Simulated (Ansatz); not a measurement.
# Optical constants of InAs

Method: DFT PBE, scalar-relativistic, plane waves, PAW in Ansatz 0.2.0. Cutoff 420 eV, 12×12×12 k-points (Γ-centred), Fermi-Dirac smearing of 0.15 eV. No spin polarisation.

Equilibrium structure at this level:
```xyz
2
Lattice="0.0000 3.0938 3.0938 3.0938 0.0000 3.0938 3.0938 3.0938 0.0000" Properties=species:S:1:pos:R:3 pbc="T T T"
In    0.0000    0.0000    0.0000
As    4.6407    4.6407    4.6407
```

In a metal these results depend on the k mesh and the smearing.

Independent-particle response (no local fields, no excitons) on a 20×20×20 mesh, broadened by 0.1 eV; the Drude term is undamped and its weight carries the smearing above, which sets much of it in a semimetal. The run couldn't bound its error over part or most of this range, so small peaks and near ties are unsure. Light polarised along z. ε₁ lacks the small share of bands above those solved.

(1) Tabulate n, κ, the reflectivity and the absorption coefficient against photon energy.

(2) Where is the highest local maximum of ε₂ between 0.3 and 12 eV?

## Answers

(1)
```tsv
E (eV)	n	κ	R	α (10⁵ cm⁻¹)
0.3	3.26	0.22	0.28	0.07
0.8	3.99	0.46	0.36	0.38
1.3	4.22	0.65	0.39	0.86
1.8	4.31	2.02	0.47	3.69
2.3	3.22	1.86	0.39	4.33
2.8	3.04	1.53	0.35	4.35
3.3	3.35	1.34	0.35	4.47
3.8	4.51	2.94	0.54	11.34
4.3	2.12	3.22	0.58	14.03
4.8	1.56	2.47	0.51	12.00
5.3	2.14	2.27	0.43	12.18
5.8	1.28	2.55	0.56	14.97
6.3	0.96	2.28	0.57	14.53
6.8	0.81	2.00	0.56	13.79
7.3	0.72	1.89	0.56	13.98
7.8	0.57	1.71	0.57	13.49
8.3	0.51	1.60	0.58	13.44
8.8	0.45	1.41	0.56	12.54
9.3	0.48	1.25	0.49	11.80
9.8	0.41	1.24	0.53	12.28
10.3	0.30	1.10	0.59	11.47
10.8	0.28	0.96	0.56	10.50
11.3	0.28	0.79	0.50	9.03
11.8	0.33	0.68	0.40	8.11
```

(2) At 3.9 eV, where ε₂ = 29.6.

Cost: 1 run of about 0.72 core-minutes, on AMD EPYC 9R45 (Zen 5) (shared hosts).